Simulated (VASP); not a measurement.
**Ti: electric field gradients with PBE**

The system is Ti.

```xyz
1
Lattice="0.0000 2.0300 2.0300 2.0300 0.0000 2.0300 2.0300 2.0300 0.0000" Properties=species:S:1:pos:R:3 pbc="T T T"
Ti    0.0000    0.0000    0.0000
```

This isn't the form of Ti at room conditions, which is hcp.

```json
{
 "Program": "VASP 6.6.1",
 "Task": "electric field gradients",
 "Functional": "PBE",
 "Potentials or basis": "VASP PAW PBE potentials, release 64 (Ti_sv)",
 "Cutoff": "520 eV",
 "k mesh": "14 × 14 × 14",
 "Occupations": "fermi-dirac, width 0.05 eV",
 "Spin": "no spin polarisation",
 "Dipole correction": "no",
 "Further INCAR settings": "ALGO = Fast; EDIFF = 1e-08; NBANDS = 12"
}
```

```
Pressure               : 4.1 GPa
Band gap on the k mesh : none (metal or under the smearing width)
```

Levels at points of the mesh, in eV from the Fermi level:
| k point | band 4 | band 5 | band 6 | band 7 | band 8 | band 9 |
| --- | --- | --- | --- | --- | --- | --- |
| (0.00, 0.00, 0.00) | -32.46 | -6.18 | 0.90 | 0.90 | 0.90 | 2.62 |
| (0.50, 0.00, 0.00) | -32.55 | -2.67 | 0.73 | 0.78 | 0.78 | 3.74 |
| (0.50, 0.50, 0.00) | -32.72 | -2.70 | -1.81 | 3.02 | 3.74 | 4.03 |

Electric field gradients, principal values (V/Å²):
| atom | Vxx | Vyy | Vzz |
| --- | --- | --- | --- |
| 1 Ti | -0.001 | 0.001 | 0.001 |

Run time: 30 s on 1 thread of Intel(R) Xeon(R) Platinum 8488C (Sapphire Rapids), on a shared host, peak memory 0.14 GiB.
